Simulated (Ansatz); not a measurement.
An Ansatz input:

```yaml
crystal:
  lattice:
    - [2.7452450345, 0.0, 0.0]
    - [0.0, 2.7452450345, 0.0]
    - [0.0, 0.0, 2.747112307]
  atoms:
    - { symbol: Cr, position: [1.0, 0.0, 0.0], spin: 1.011 }
    - { symbol: Cr, position: [0.5, 0.5, 0.5], spin: -1.011 }
hamiltonian:
  xc: pbe
  pseudopotentials:
    kind: paw
    azcp:
      Cr: "pseudopotentials/Cr.paw.azcp"
basis:
  ecutwfc: 420
  fft_grid_basis: typed
kpoints:
  mp_grid: { grid: [12, 12, 12], shift: [0, 0, 0] }
magnetization:
  spin_polarized: true
scf:
  occupations: { method: fermi_dirac, width: 0.05 }
  lower_state_search: "off"
output:
  stress: true
```

Terminal output

```
Engine: ansatz 0.2.0, x86_64-unknown-linux-gnu
Pseudopotentials: kind: paw
Pseudopotential: Cr, paw, valence charge 14, recommended cutoff 420 eV (normal) 
Functional definition: PBE
  parameter kappa = 0.804
  parameter beta = 0.06672455060314922
  exchange = pbe_x(kappa = kappa, mu = beta*pi^2/3)
  correlation = pbe_c(beta = beta)
Crystal: 2 atoms, lattice volume = 20.703 Å³
Basis set: ecut = 420 eV, 437 PW (Γ)
Bands: 20, of which v1, the nominal top of the filled ones, is band 14 counted from 1 (13 counted from 0)
Symmetry: 16 space group operations
Space group: P4/mmm (ITA 123), of the structure as read, at distance tolerance 2.7e-5 Å
Magnetic group: BNS 123.350 (UNI 1010), of the structure as read, at distance tolerance 2.7e-5 Å
k-points: 196 of 1728
Non-local potential: Cr, projectors of the file, l = 0: 3, l = 1: 2, l = 2: 3, l = 3: 1
PAW form: soft (Blöchl's): semilocal exchange-correlation on the pseudo side does not see the compensation charge
PAW one-centre angular grid: Cr, 590 points (default); XC on 64 Gauss nodes
Initial density: superposition of atomic densities (chi_scale 0.1, normalization cell)
Starting moments: Σ|m| = 2.022 μB on 2 of 2 sites
Starting magnetic order: antiferromagnet; a translation exchanges its spin sublattices: spin-degenerate at every k-point
Initial wavefunctions: pseudopotential atomic-orbital guess
Functional: x = pbe(κ = 0.804, μ = 0.2195149727645171), c = pbe(β = 0.06672455060314922)
SCF iter   1: F=—  HF=-6758.039326 eV  |F-HF|=—  |Δ(HF+E_count)|=         —  Δρ=1.33e-1 (↑1.33e-1 ↓1.33e-1)  dr2=9.65e0  dr2_m=5.23e-1  M=0.000 μB ∫|m|=1.099 μB  β_m=0.30  ethr=3.10e-3  ⟨swp⟩=3.5  Hψ=13958  notcnv=0
SCF iter   2: F=—  HF=-6756.037188 eV  |F-HF|=—  |Δ(HF+E_count)|=    2.00e0  Δρ=7.56e-2 (↑7.56e-2 ↓7.56e-2)  dr2=3.08e0  dr2_m=2.09e-1  M=0.000 μB ∫|m|=1.152 μB  β_m=0.30  ethr=3.10e-3  ⟨swp⟩=2.2  Hψ=8596  notcnv=0  defer=160
SCF iter   3: F=—  HF=-6755.246724 eV  |F-HF|=—  |Δ(HF+E_count)|=   7.90e-1  Δρ=2.30e-2 (↑2.30e-2 ↓2.30e-2)  dr2=7.34e-2  dr2_m=3.81e-2  M=0.000 μB ∫|m|=1.301 μB  β_m=0.30  ethr=3.10e-3  ⟨swp⟩=2.7  Hψ=7671  notcnv=0  defer=160
SCF iter   4: F=—  HF=-6755.221792 eV  |F-HF|=—  |Δ(HF+E_count)|=   2.49e-2  Δρ=1.68e-2 (↑1.68e-2 ↓1.68e-2)  dr2=4.82e-2  dr2_m=3.93e-2  M=0.000 μB ∫|m|=1.226 μB  β_m=0.30  ethr=2.62e-4  ⟨swp⟩=2.9  Hψ=9511  notcnv=0  defer=74
SCF iter   5: F=—  HF=-6755.213503 eV  |F-HF|=—  |Δ(HF+E_count)|=   8.29e-3  Δρ=1.05e-2 (↑1.05e-2 ↓1.05e-2)  dr2=1.25e-3  dr2_m=2.05e-2  M=0.000 μB ∫|m|=1.218 μB  β_m=0.30  ethr=1.72e-4  ⟨swp⟩=3.0  Hψ=7691  notcnv=0  defer=74
SCF iter   6: F=—  HF=-6755.219634 eV  |F-HF|=—  |Δ(HF+E_count)|=   6.13e-3  Δρ=8.95e-3 (↑8.95e-3 ↓8.95e-3)  dr2=3.45e-4  dr2_m=1.51e-2  M=0.000 μB ∫|m|=1.189 μB  β_m=0.30  ethr=4.46e-6  ⟨swp⟩=2.0  Hψ=5884  notcnv=0  defer=74
...
SCF iter  21: F=—  HF=-6755.238980 eV  |F-HF|=—  |Δ(HF+E_count)|=   1.38e-5  Δρ=5.42e-5 (↑5.42e-5 ↓5.42e-5)  dr2=2.04e-8  dr2_m=5.33e-7  M=0.000 μB ∫|m|=0.016 μB  β_m=0.98  ethr=3.57e-10  ⟨swp⟩=2.2  Hψ=15680  notcnv=0
iter 22 did not close the SCF: its close was put off for a magnetic moment that had not settled (scf_convergence_deferred on its scf_iter line)
SCF iter  22: F=-6755.238983 eV  HF=-6755.238983 eV  |F-HF|=5.05e-8  |Δ(HF+E_count)|=   2.26e-6  Δρ=1.45e-5 (↑1.45e-5 ↓1.45e-5)  dr2=6.77e-8  dr2_m=1.74e-8  M=0.000 μB ∫|m|=0.003 μB  β_m=0.99  ethr=7.27e-11  ⟨swp⟩=4.4  Hψ=11615  notcnv=0
iter 23 did not close the SCF: its close was put off for a magnetic moment that had not settled (scf_convergence_deferred on its scf_iter line)
SCF iter  23: F=-6755.238983 eV  HF=-6755.238983 eV  |F-HF|=3.97e-10  |Δ(HF+E_count)|=   5.34e-8  Δρ=3.06e-6 (↑3.06e-6 ↓3.06e-6)  dr2=2.08e-10  dr2_m=1.68e-9  M=0.000 μB ∫|m|=0.001 μB  β_m=1.00  ethr=7.27e-11  ⟨swp⟩=1.9  Hψ=12960  notcnv=0
SCF iter  24: F=-6755.238983 eV  HF=-6755.238983 eV  |F-HF|=8.82e-11  |Δ(HF+E_count)|=   7.85e-9  Δρ=5.87e-7 (↑5.87e-7 ↓5.87e-7)  dr2=1.08e-10  dr2_m=2.18e-11  M=0.000 μB ∫|m|=0.000 μB  ethr=1.00e-12  ⟨swp⟩=1.0  Hψ=12586  notcnv=0
WARN: the starting moments were not kept: the SCF closed with an absolute magnetisation of 1.1e-4 μB, where they sum to 2.022 μB in size (2 sites). That is at most 0.1 of that sum. Measured as dr2_m measures the in/out step, that magnetisation stands 6.5e-9 eV from none, at or under the dr2_threshold of 1.0e-7 eV: it is no larger than a step whose dr2_m would equal this threshold. The system may hold no moment; this SCF shows only that its start led to no more than that. To try another start: raise the starting moments (crystal.atoms[].spin, magnetization.per_species, magnetization.initial_magnetization, or on a non-collinear deck that types none of these the spinor_matrix: blocks that start its atoms; where the total moment is fixed, keep their sum and leave initial_magnetization as it is; typed ones take the place of any that the run laid by itself, positive ones on a crystal's lanthanoids without a Hubbard term where scf.initial_density.shell_occupations: [] is typed) or, if the notice of its spin-set hold's release reads "site moments contracting" or "site moments show no strong build", lengthen the hold (scf.mixing.spin_hold: { on: { confirm: 4 } }; for m-r²SCAN on two components see the key's manual first). Each may lead to a state that holds a moment. A second SCF, from the converged charge density, with the starting moments and any scf.initial_density.shell_occupations laid on it anew, would have followed, and was not run: the deck does not ask for one (magnetization.retry_lost_moments is false, the default). To let it run, set magnetization.retry_lost_moments: true and run the deck again, where that key's refused combinations let it; where memory then withholds it, that run's warning says so.
SCF 1 converged in 24 iterations: F = -6755.238983 eV  dr2 = 1.08e-10
SCF converged after 24 iterations
Magnetization: 0.0000 μB (14.0000 up, 14.0000 down)
Absolute magnetization: 0.0001 μB (∫|ρ↑−ρ↓|)
Spin contamination: 0.0000 ħ² per cell (⟨S²⟩ above its minimum at these occupations)
Per-site moments (μB) at R_I (Å): [(-5.255470772836842e-5, 0.9809213274370342), (5.255470772836842e-5, 0.9809213274370342)]
Free energy (F): -6755.238983 eV
Harris-Foulkes:  -6755.238983 eV  (|F-HF|=8.82e-11)
Internal energy: -6755.228966 eV  (E = F + TS)
E sigma→0 (E₀):  -6755.233974 eV
Entropy (-TS):   -0.010017 eV (-5.009 meV/atom)
Fermi energy:    22.137170 eV
--- Per-component energies (eV) ---
  E_band       = -218.953449
  E_kinetic    = 694.207331
  E_local      = -2157.692637  (includes V_loc(G=0)·N_el)
  E_nonlocal   = 159.112204
  E_hartree    = 964.120534
  E_xc         = -282.889184
  E_vxc        = -361.198433  (∫ρ·V_xc dr)
  E_paw        = -2391.514100  (= ΣΔE_a)
  E_vpaw       = -481.624275  (= ΣTr[D̂ρ^β])
  E_aug_tail   = 0.000753  (compensation charges beyond the density's cutoff)
  E_ewald      = -3740.573865
  E_smearing   = -0.010017  (= −TS)
  E_closure    = 0.000000  (closes the sum)
  Σ components = -6755.238983   (vs F -6755.238983, Δ=0.00e0)
--- Stress (GPa, compression-positive) ---
       35.456848       0.000000       0.000000
        0.000000      35.456848       0.000000
        0.000000       0.000000      35.148024
  P = ⅓ Tr σ = 35.3539 GPa (353.539 kbar)
```

Command:

```sh
ansatz run input.yaml --threads 1 --pin off --max-ram 3584MiB --backend cpu --events-out ev --progress --plain --runs-dir out
```

On 1 thread of Intel(R) Xeon(R) Platinum 8259CL CPU @ 2.50GHz (Skylake/Cascade Lake) (shared host) this took about 20 s of wall time and 20 s of CPU time.
